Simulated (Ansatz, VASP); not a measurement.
**Two plane-wave programs on KBr**

File INCAR:

```
SYSTEM = KBr
ALGO = Fast
EDIFF = 1E-6
ENCUT = 520
GGA = PE
ISIF = 2
ISMEAR = -1
LASPH = .True.
LCHARG = .True.
LELF = .True.
LREAL = .False.
LVHAR = .True.
LWAVE = .False.
NBANDS = 15
NELM = 100
PREC = Accurate
SIGMA = 0.02
```

File KPOINTS:

```
k-points
0
Gamma
  6 6 6
  0 0 0
```

File POSCAR:

```
KBr
1.0
    3.9614163385      0.1175703274      0.1175703274
    0.1175703274      3.9614163385      0.1175703274
    0.1175703274      0.1175703274      3.9614163385
K Br
1 1
Direct
    0.0000000000      0.0000000000      0.0000000000
    0.5000000000      0.5000000000      0.5000000000
```

Input for Ansatz:

```yaml
crystal:
  lattice:
    - [3.9614163385, 0.1175703274, 0.1175703274]
    - [0.1175703274, 3.9614163385, 0.1175703274]
    - [0.1175703274, 0.1175703274, 3.9614163385]
  atoms:
    - { symbol: K, position: [0.0, 0.0, 0.0] }
    - { symbol: Br, position: [0.5, 0.5, 0.5] }
kpoints:
  mp_grid: { grid: [6, 6, 6] }
  band_path:
    path:
      - [0.0, 0.0, 0.0]
      - [0.0, 0.5, 0.0]
      - [0.5, 0.5, 0.0]
      - [0.5, 0.5, 0.5]
      - [0.0, 0.5, 0.5]
    npoints: 1
hamiltonian:
  xc: pbe
scf:
  occupations: { method: fermi_dirac, width: 0.02 }
  n_extra_bands: 4
output:
  forces: true
  stress: true
  eigenvalues: true
```

Change from the starting cell: epitaxial_111 strain -3.3%.

Alike in both runs: task single point; functional PBE; k mesh 6 × 6 × 6; occupations fermi-dirac, width 0.02 eV; no spin polarisation.

|  | VASP | Ansatz |
| --- | --- | --- |
| version | VASP 6.6.1 | Ansatz 0.2.0 |
| potentials or method | VASP PAW PBE potentials, release 64 (K_sv, Br) | plane waves, PAW |
| plane-wave cutoff (eV) | 520 | 420 |
| valence electrons in the cell | 16 | 16 |

|  | VASP | Ansatz | Ansatz less VASP |
| --- | --- | --- | --- |
| gap on the k mesh at the Fermi level (eV) | 4.09 | 4.09 | +0.001 |
| pressure (GPa) | 1.3 | 1.3 | -0.04 |
| largest component of the traceless stress (GPa) | 0.19 | 0.19 | -0.007 |

A k mesh can miss the band edges.
